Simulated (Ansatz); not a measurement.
**Zone-centre phonons of BaF₂ at 40 GPa: input and output**

The calculation used DFT LDA, scalar-relativistic, plane waves, PAW (Ansatz).

Launched with:
```bash
ansatz run input.yaml --threads 1 --pin off --max-ram 1228MiB --backend cpu --events-out ev --progress --plain --runs-dir out
```

Input (bare energies are in eV):
```yaml
crystal:
  lattice:
    - [0.0, 2.7492155746, 2.7492155746]
    - [2.7492155746, 0.0, 2.7492155746]
    - [2.7492155746, 2.7492155746, 0.0]
  atoms:
    - { symbol: Ba, position: [0.0, 0.0, 0.0] }
    - { symbol: F, position: [0.25, 0.25, 0.25] }
    - { symbol: F, position: [0.75, 0.75, 0.75] }
basis:
  ecutwfc: 420
kpoints:
  mp_grid: { grid: [8, 8, 8] }
hamiltonian:
  xc: lda
scf:
  occupations: { method: fixed }
output:
  eigenvalues: true
phonons:
  method: dfpt
  dielectric: true
  rigid_motions: translations
  eigenvectors: true
```

Results section of the output:
```
--- Phonons (Γ-DFPT): 2 representative perturbations + reference, on 95 of 512 k-points (Σ response iterations 7) ---
  k mesh reduced under 4 symmetry operations, with k and −k counted as one. Each operation leaves every solved perturbation unchanged. A smaller set is not considered because the run solves the response ...
  ASR residual: 1.942e-4 → 0.000e0 eV/Å²; symmetrization residual: 1.732e-6 eV/Å²
  ASR residual per site (eV/Å²): 3.39e-5 1.94e-4 1.94e-4
  Γ frequencies (cm⁻¹): 0.00 0.00 0.00 358.96 358.96 358.96 397.44 397.44 397.44
  ε∞ (high-frequency dielectric tensor):
        2.823785     0.000000     0.000000
        0.000000     2.823785     0.000000
       -0.000000    -0.000000     2.823785
  ε⁰ (static dielectric tensor: ions relaxed, cell fixed):
        5.435893    -0.000000     0.000000
       -0.000000     5.435893    -0.000000
        0.000000    -0.000000     5.435893
  ε⁰ − ε∞ (ionic part):
        2.612108    -0.000000     0.000000
       -0.000000     2.612108    -0.000000
        0.000000    -0.000000     2.612108
  softest optical mode at Γ: 358.96 cm⁻¹; the repairs (sum rule, projections) moved no ω² at Γ by more than (1.73 cm⁻¹)²
  Born effective charges Z* (e; rows j = field, columns β = displacement):
    site 0:
         2.90863    0.00000   -0.00000
         0.00000    2.90863   -0.00000
         0.00000   -0.00000    2.90863
    site 1:
        -1.45432   -0.00000    0.00000
        -0.00000   -1.45432    0.00000
         0.00000    0.00000   -1.45432
    site 2:
        -1.45432   -0.00000    0.00000
        -0.00000   -1.45432    0.00000
         0.00000    0.00000   -1.45432
  Z* charge neutrality: 2.736e-5 e pre-enforcement
  k-mesh period / interband length: 31.1 Å / 0.93 Å = 33.38 at k = (0.0000, 0.0000, 0.0000), direct gap 8.424 eV — 14 or more, which is no proof of convergence
  optical modes at Γ without the LO–TO term, one row a degenerate level:
      ω (cm⁻¹) modes IR ((D/Å)²/amu)
        358.96      3            19.6743
        397.44      3             0.0000
  optical modes at Γ + LO–TO along q̂ = [1.0000, 0.0000, 0.0000]:
      ω (cm⁻¹) modes IR ((D/Å)²/amu)
        358.96      2            13.1162
        397.44      3             0.0000
        498.04      1             6.5581
  optical modes at Γ + LO–TO along q̂ = [0.0000, 1.0000, 0.0000]:
      ω (cm⁻¹) modes IR ((D/Å)²/amu)
        358.96      2            13.1162
        397.44      3             0.0000
        498.04      1             6.5581
  optical modes at Γ + LO–TO along q̂ = [0.0000, 0.0000, 1.0000]:
      ω (cm⁻¹) modes IR ((D/Å)²/amu)
        358.96      2            13.1162
        397.44      3             0.0000
        498.04      1             6.5581
```

Time: 60 s on 1 thread of Arm Neoverse N1, on a shared host, peak memory 0.58 GiB.

Spin–orbit coupling is left out, which matters for heavy elements. The real crystal has changed phase below this pressure.